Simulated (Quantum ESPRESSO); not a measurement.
# Sb (Im-3m) in Quantum ESPRESSO: a series of runs, part 2 of 2

Quantum ESPRESSO 7.5.

### 4 Single point, r2SCAN, 24.64 Å³/atom

Contents of pw.in:

```
&CONTROL
  calculation = 'scf'
  prefix = 'pwscf'
  outdir = './tmp'
  pseudo_dir = './pseudo'
  tstress = .true.
  disk_io = 'nowf'
/
&SYSTEM
  ibrav = 0
  nat = 1
  ntyp = 1
  ecutwfc = 70
  nbnd = 13
  input_dft = 'r2scan'
  occupations = 'smearing'
  smearing = 'fd'
  degauss = 0.00367493
  nosym = .true.
  nr1 = 36
  nr2 = 36
  nr3 = 36
/
&ELECTRONS
  conv_thr = 1d-08
  electron_maxstep = 120
  mixing_beta = 0.5
/
ATOMIC_SPECIES
Sb   121.7600 Sb_ONCV_PBE-1.2.upf
CELL_PARAMETERS angstrom
  -1.8331395369    1.8331395369    1.8331395369
   1.8331395369   -1.8331395369    1.8331395369
   1.8331395369    1.8331395369   -1.8331395369
ATOMIC_POSITIONS crystal
Sb     0.0000000000    0.0000000000    0.0000000000
K_POINTS automatic
8 8 8 0 0 0
```

Potentials or basis: SG15 PBE 1.2.

Command:

```console
OMP_NUM_THREADS=1 mpirun -n 2 pw.x -nk 2 -in pw.in > pw.out
```

pw.out:

```text
This program is part of the open-source Quantum ESPRESSO suite
     for quantum simulation of materials; please cite
         "P. Giannozzi et al., J. Phys.:Condens. Matter 21 395502 (2009);
         "P. Giannozzi et al., J. Phys.:Condens. Matter 29 465901 (2017);
         "P. Giannozzi et al., J. Chem. Phys. 152 154105 (2020);
     in publications or presentations arising from this work. More details at

     IMPORTANT: XC functional enforced from input :
     Exchange-correlation= R2SCAN
                           (   0   0   0   0   0 497 498)
     Any further DFT definition will be discarded
     Please, verify this is what you really want

     K-points division:     npool     =       2
     Subspace diagonalization in iterative solution of the eigenvalue problem:
     a serial algorithm will be used

     G-vector sticks info
     --------------------
     sticks:   dense  smooth     PW     G-vecs:    dense   smooth      PW
     Sum         749     749    265                13115    13115    2779

     Using Slab Decomposition

     bravais-lattice index     =            0
     lattice parameter (alat)  =       6.0001  a.u.
     unit-cell volume          =     166.2812 (a.u.)^3
     number of atoms/cell      =            1
     number of atomic types    =            1
     number of electrons       =        15.00
     number of Kohn-Sham states=           13
     kinetic-energy cutoff     =      70.0000  Ry
     charge density cutoff     =     280.0000  Ry
     scf convergence threshold =      1.0E-08
     mixing beta               =       0.5000
     number of iterations used =            8  plain     mixing
     Exchange-correlation= R2SCAN
                           (   0   0   0   0   0 497 498)

     celldm(1)=   6.000052  celldm(2)=   0.000000  celldm(3)=   0.000000
     celldm(4)=   0.000000  celldm(5)=   0.000000  celldm(6)=   0.000000

     crystal axes: (cart. coord. in units of alat)
               a(1) = (  -0.577350   0.577350   0.577350 )
               a(2) = (   0.577350  -0.577350   0.577350 )
               a(3) = (   0.577350   0.577350  -0.577350 )

     reciprocal axes: (cart. coord. in units 2 pi/alat)
               b(1) = ( -0.000000  0.866025  0.866025 )
               b(2) = (  0.866025 -0.000000  0.866025 )
               b(3) = (  0.866025  0.866025  0.000000 )

     PseudoPot. # 1 for Sb read from file:
     Sb_ONCV_PBE-1.2.upf
     Pseudo is Norm-conserving, Zval = 15.0
     Generated using ONCVPSP code by D. R. Hamann
     Using radial grid of  602 points,  6 beta functions with:
                l(1) =   0
                l(2) =   0
                l(3) =   1
                l(4) =   1
                l(5) =   2
                l(6) =   2

     atomic species   valence    mass     pseudopotential
     Sb               15.00   121.76000     Sb( 1.00)

     No symmetry found

   Cartesian axes

     site n.     atom                  positions (alat units)
         1        Sb     tau(   1) = (   0.0000000   0.0000000   0.0000000  )

     number of k points=   260  Fermi-Dirac smearing, width (Ry)=  0.0037

     Number of k-points >= 100: set verbosity='high' to print them.

     Dense  grid:    13115 G-vectors     FFT dimensions: (  36,  36,  36)

     WARNING: libxc functional with ID  497 depends
      on external parameters: check the user_guide of
      QE if you need to modify them or to check their
      default values.

     WARNING: libxc functional with ID  498 depends
      on external parameters: check the user_guide of
      QE if you need to modify them or to check their
      default values.

     Initial potential from superposition of free atoms

     starting charge      14.9401, renormalised to      15.0000
     Starting wfcs are random

     Self-consistent Calculation

     iteration #  1     ecut=    70.00 Ry     beta= 0.50
     Davidson diagonalization with overlap
     ethr =  1.00E-02,  avg # of iterations =  7.9

     total energy              =    -140.26113108 Ry
     estimated scf accuracy    <      14.37454148 Ry

     iteration #  2     ecut=    70.00 Ry     beta= 0.50
     Davidson diagonalization with overlap
     ethr =  1.00E-02,  avg # of iterations =  1.0

     total energy              =    -140.34632447 Ry
     estimated scf accuracy    <       4.19480849 Ry

     iteration #  3     ecut=    70.00 Ry     beta= 0.50
     Davidson diagonalization with overlap
     ethr =  1.00E-02,  avg # of iterations =  1.0

     total energy              =    -140.34970766 Ry
     estimated scf accuracy    <       0.02139800 Ry

     iteration #  4     ecut=    70.00 Ry     beta= 0.50
     Davidson diagonalization with overlap
     ethr =  1.43E-04,  avg # of iterations =  2.1

     total energy              =    -140.34983463 Ry
     estimated scf accuracy    <       0.00020518 Ry

     iteration #  5     ecut=    70.00 Ry     beta= 0.50
     Davidson diagonalization with overlap
     ethr =  1.37E-06,  avg # of iterations =  6.0

     total energy              =    -140.34986130 Ry
     estimated scf accuracy    <       0.00005687 Ry

     iteration #  6     ecut=    70.00 Ry     beta= 0.50
     Davidson diagonalization with overlap
     ethr =  3.79E-07,  avg # of iterations =  1.0

     total energy              =    -140.34986257 Ry
     estimated scf accuracy    <       0.00000016 Ry

     iteration #  7     ecut=    70.00 Ry     beta= 0.50
     Davidson diagonalization with overlap
     ethr =  1.09E-09,  avg # of iterations =  2.8

     total energy              =    -140.34986270 Ry
     estimated scf accuracy    <       0.00000011 Ry

     iteration #  8     ecut=    70.00 Ry     beta= 0.50
     Davidson diagonalization with overlap
     ethr =  7.07E-10,  avg # of iterations =  1.0

     End of self-consistent calculation

     Number of k-points >= 100: set verbosity='high' to print the bands.

     the Fermi energy is    15.5330 ev

!    total energy              =    -140.34986271 Ry
     estimated scf accuracy    <          5.5E-09 Ry
     smearing contrib. (-TS)   =      -0.00031589 Ry
     internal energy E=F+TS    =    -140.34954682 Ry

     The total energy is F=E-TS. E is the sum of the following terms:
     one-electron contribution =     -28.58330431 Ry
     hartree contribution      =      21.71368373 Ry
     xc contribution           =     -15.29337857 Ry
     ewald contribution        =    -118.18654766 Ry

     convergence has been achieved in   8 iterations

     Computing stress (Cartesian axis) and pressure

          total   stress  (Ry/bohr**3)                   (kbar)     P=       47.29
   0.00032146   0.00000000   0.00000000           47.29        0.00        0.00
   0.00000000   0.00032146   0.00000000            0.00       47.29        0.00
   0.00000000   0.00000000   0.00032147            0.00        0.00       47.29

=------------------------------------------------------------------------------=
   JOB DONE.
=------------------------------------------------------------------------------=
```

It took 54 s on 2 MPI ranks of AMD EPYC 9R45 (Zen 5), shared host; peak memory 0.22 GiB.

What came out:

| Property | Result |
| --- | --- |
| Free energy | -1909.5572 eV |
| Pressure | 4.7 GPa |
| Band gap on the k mesh | none (metal or under the smearing width) |

Caveat: the potentials were made for another functional, which shifts forces and pressure.

### 5 Single point, r2SCAN, 25.16 Å³/atom

pw.in: that of step 4 with these lines changed.

```diff
@@ -31,5 +31,5 @@
 CELL_PARAMETERS angstrom
-  -1.8331395369    1.8331395369    1.8331395369
-   1.8331395369   -1.8331395369    1.8331395369
-   1.8331395369    1.8331395369   -1.8331395369
+  -1.8460493956    1.8460493956    1.8460493956
+   1.8460493956   -1.8460493956    1.8460493956
+   1.8460493956    1.8460493956   -1.8460493956
 ATOMIC_POSITIONS crystal
```

Command:

```console
OMP_NUM_THREADS=1 mpirun -n 2 pw.x -nk 2 -in pw.in > pw.out
```

It took 54 s on 2 MPI ranks of AMD EPYC 9R45 (Zen 5), shared host; peak memory 0.22 GiB.

The run converged. Its results:

| Property | Result |
| --- | --- |
| Free energy | -1909.5699 eV |
| Pressure | 3.0 GPa |
| Band gap on the k mesh | none (metal or under the smearing width) |

Caveat: the potentials were made for another functional, which shifts forces and pressure.

### 6 Single point, r2SCAN, 25.69 Å³/atom

pw.in: that of step 5 with these lines changed.

```diff
@@ -31,5 +31,5 @@
 CELL_PARAMETERS angstrom
-  -1.8460493956    1.8460493956    1.8460493956
-   1.8460493956   -1.8460493956    1.8460493956
-   1.8460493956    1.8460493956   -1.8460493956
+  -1.8587811731    1.8587811731    1.8587811731
+   1.8587811731   -1.8587811731    1.8587811731
+   1.8587811731    1.8587811731   -1.8587811731
 ATOMIC_POSITIONS crystal
```

Potentials or basis: SG15 PBE 1.2.

Command:

```console
OMP_NUM_THREADS=1 mpirun -n 2 pw.x -nk 2 -in pw.in > pw.out
```

Wall time 62 s (2 MPI ranks of AMD EPYC 9R45 (Zen 5), shared host); peak memory 0.22 GiB.

Results (log left out):

- Free energy: -1909.5773 eV
- Pressure: 1.5 GPa
- Band gap on the k mesh: none (metal or under the smearing width)

Caveat: the potentials were made for another functional, which shifts forces and pressure.

### 7 Single point, r2SCAN, 26.21 Å³/atom

pw.in: that of step 6 with these lines changed.

```diff
@@ -31,5 +31,5 @@
 CELL_PARAMETERS angstrom
-  -1.8587811731    1.8587811731    1.8587811731
-   1.8587811731   -1.8587811731    1.8587811731
-   1.8587811731    1.8587811731   -1.8587811731
+  -1.8713408863    1.8713408863    1.8713408863
+   1.8713408863   -1.8713408863    1.8713408863
+   1.8713408863    1.8713408863   -1.8713408863
 ATOMIC_POSITIONS crystal
```

Command:

```console
OMP_NUM_THREADS=1 mpirun -n 2 pw.x -nk 2 -in pw.in > pw.out
```

It took 61 s on 2 MPI ranks of AMD EPYC 9R45 (Zen 5), shared host; peak memory 0.22 GiB.

It converged, with:

* Free energy: -1909.5803 eV
* Pressure: 0.2 GPa
* Band gap on the k mesh: none (metal or under the smearing width)

Caveat: the potentials were made for another functional, which shifts forces and pressure.

### 8 Single point, r2SCAN, 26.74 Å³/atom

pw.in: that of step 7 with these lines changed.

```diff
@@ -31,5 +31,5 @@
 CELL_PARAMETERS angstrom
-  -1.8713408863    1.8713408863    1.8713408863
-   1.8713408863   -1.8713408863    1.8713408863
-   1.8713408863    1.8713408863   -1.8713408863
+  -1.8837342335    1.8837342335    1.8837342335
+   1.8837342335   -1.8837342335    1.8837342335
+   1.8837342335    1.8837342335   -1.8837342335
 ATOMIC_POSITIONS crystal
```

Command:

```console
OMP_NUM_THREADS=1 mpirun -n 2 pw.x -nk 2 -in pw.in > pw.out
```

Run time: 59 s. Hardware: 2 MPI ranks of AMD EPYC 9R45 (Zen 5), shared host; peak memory 0.22 GiB.

Results (log left out):

| Property | Result |
| --- | --- |
| Free energy | -1909.5794 eV |
| Pressure | -0.9 GPa |
| Band gap on the k mesh | none (metal or under the smearing width) |

Caveat: the potentials were made for another functional, which shifts forces and pressure.

### 9 Single point, r2SCAN, 27.26 Å³/atom

pw.in: that of step 8 with these lines changed.

```diff
@@ -31,5 +31,5 @@
 CELL_PARAMETERS angstrom
-  -1.8837342335    1.8837342335    1.8837342335
-   1.8837342335   -1.8837342335    1.8837342335
-   1.8837342335    1.8837342335   -1.8837342335
+  -1.8959666167    1.8959666167    1.8959666167
+   1.8959666167   -1.8959666167    1.8959666167
+   1.8959666167    1.8959666167   -1.8959666167
 ATOMIC_POSITIONS crystal
```

Potentials or basis: SG15 PBE 1.2.

Command:

```console
OMP_NUM_THREADS=1 mpirun -n 2 pw.x -nk 2 -in pw.in > pw.out
```

Run time: 60 s. Hardware: 2 MPI ranks of AMD EPYC 9R45 (Zen 5), shared host; peak memory 0.22 GiB.

It converged, with:

```
Free energy            : -1909.5751 eV
Pressure               : -1.8 GPa
Band gap on the k mesh : none (metal or under the smearing width)
```

Caveat: the potentials were made for another functional, which shifts forces and pressure.

### 10 Single point, r2SCAN, 27.79 Å³/atom

pw.in: that of step 9 with these lines changed.

```diff
@@ -31,5 +31,5 @@
 CELL_PARAMETERS angstrom
-  -1.8959666167    1.8959666167    1.8959666167
-   1.8959666167   -1.8959666167    1.8959666167
-   1.8959666167    1.8959666167   -1.8959666167
+  -1.9080431628    1.9080431628    1.9080431628
+   1.9080431628   -1.9080431628    1.9080431628
+   1.9080431628    1.9080431628   -1.9080431628
 ATOMIC_POSITIONS crystal
```

Command:

```console
OMP_NUM_THREADS=1 mpirun -n 2 pw.x -nk 2 -in pw.in > pw.out
```

Run time: 61 s. Hardware: 2 MPI ranks of AMD EPYC 9R45 (Zen 5), shared host; peak memory 0.22 GiB.

It converged, with:

```
Free energy            : -1909.5677 eV
Pressure               : -2.8 GPa
Band gap on the k mesh : none (metal or under the smearing width)
```

Caveat: the potentials were made for another functional, which shifts forces and pressure.

### 11 Equation of state, r2SCAN

This step only gathers the single runs of the series.

Results:

| Property | Result |
| --- | --- |
| Equilibrium volume | 26.34 Å³/atom |
| Bulk modulus | 58 GPa |
| Pressure derivative of the bulk modulus | 6.0 (rough: it moves with the points fitted) |

Energy against volume, from the lowest point:
```tsv
volume (Å³/atom)	energy (meV/atom)
24.640	23.11
25.165	10.41
25.689	2.95
26.213	0.00
26.737	0.92
27.262	5.20
27.786	12.60
```

Caveat: the potentials were made for another functional, which shifts forces and pressure. Spin-orbit coupling is left out, which matters for the levels of Sb.

### 12 Overview

```csv
task,level,potentials or basis,k mesh,cutoff (eV),form of the LDA correlation,SCF threshold,symmetry,gap on the mesh (eV),pressure (GPa)
band structure,LDA,GBRV 1.5 LDA,10 × 10 × 10,612,PZ81,2e-10 Ry,-,none,-1.4
band structure,r2SCAN,SG15 PBE 1.2,8 × 8 × 8,952,-,1e-08 Ry,off,none,0.2
equation of state,r2SCAN,SG15 PBE 1.2,8 × 8 × 8,952,-,1e-08 Ry,off,-,-
```

Alike in all rows: no spin polarisation; cell as given; smearing fermi-dirac 0.05 eV.

Caveats: spin-orbit coupling is left out, which moves the levels of the heavy elements (some runs); the potentials were made for another functional, which shifts forces and pressure (some runs).

Absolute energies hang on the potentials; compare differences alone.
